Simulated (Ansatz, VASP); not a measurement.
# NaH: VASP beside Ansatz

The input INCAR:

```
ALGO = Normal
EDIFF = 1E-7
ENCUT = 520
GGA = PS
ISIF = 2
ISMEAR = -1
LASPH = T
LCHARG = F
LREAL = F
LWAVE = F
NBANDS = 11
NELM = 80
PREC = Accurate
SIGMA = 0.05
```

Contents of KPOINTS:

```
k-points
0
Gamma
  9 9 9
```

The input POSCAR:

```
NaH
1.0
    0.0000000000      2.4400000000      2.4400000000
    2.4400000000      0.0000000000      2.4400000000
    2.4400000000      2.4400000000      0.0000000000
Na H
1 1
Direct
    0.0000000000      0.0000000000      0.0000000000
    0.5000000000      0.5000000000      0.5000000000
```

File input.yaml:

```yaml
crystal:
  lattice:
    - [0.0, 2.44, 2.44]
    - [2.44, 0.0, 2.44]
    - [2.44, 2.44, 0.0]
  atoms:
    - { symbol: Na, position: [0.0, 0.0, 0.0] }
    - { symbol: H, position: [0.5, 0.5, 0.5] }
hamiltonian:
  xc: pbesol
  pseudopotentials: { kind: paw }
kpoints:
  mp_grid: { grid: [9, 9, 9] }
scf:
  occupations: { method: fermi_dirac, width: 0.05 }
output:
  forces: true
  stress: true
  eigenvalues: true
  write_density: true
  write_potential: true
  elf: true
  volumetric_format: npy
```

Alike in both runs: task single point; functional PBEsol; k mesh 9 × 9 × 9; occupations fermi-dirac, width 0.05 eV; no spin polarisation.

|  | VASP | Ansatz |
| --- | --- | --- |
| version | VASP 6.6.1 | Ansatz 0.2.0 |
| potentials or method | VASP PAW PBE potentials, release 64 (Na_pv, H) | Ansatz PAW |
| plane-wave cutoff (eV) | 520 | 420 |
| valence electrons in the cell | 8 | 10 |

|  | VASP | Ansatz | Ansatz less VASP |
| --- | --- | --- | --- |
| gap on the k mesh at the Fermi level (eV) | 3.82 | 3.82 | +0.002 |
| least direct gap on the mesh (eV) | 4.55 | 4.55 | +0.002 |
| pressure (GPa) | -1.2 | -1.2 | +0.01 |

The functional is the same, so the differences come from potentials, cutoffs and numerics. The two sets of potentials don't hold the same shells in valence.

Caveats: the PAW data sets were made with another functional, which shifts forces and pressure a little (VASP); an odd mesh through Γ misses points on the zone boundary, where band edges often lie (VASP); odd divisions of the mesh miss points on the zone boundary, where band edges often lie, so the gap on the mesh can be too wide (Ansatz); the PAW data sets come from PBE, with cores solved anew for the run's functional, which leaves a small shift of forces and pressure (Ansatz).
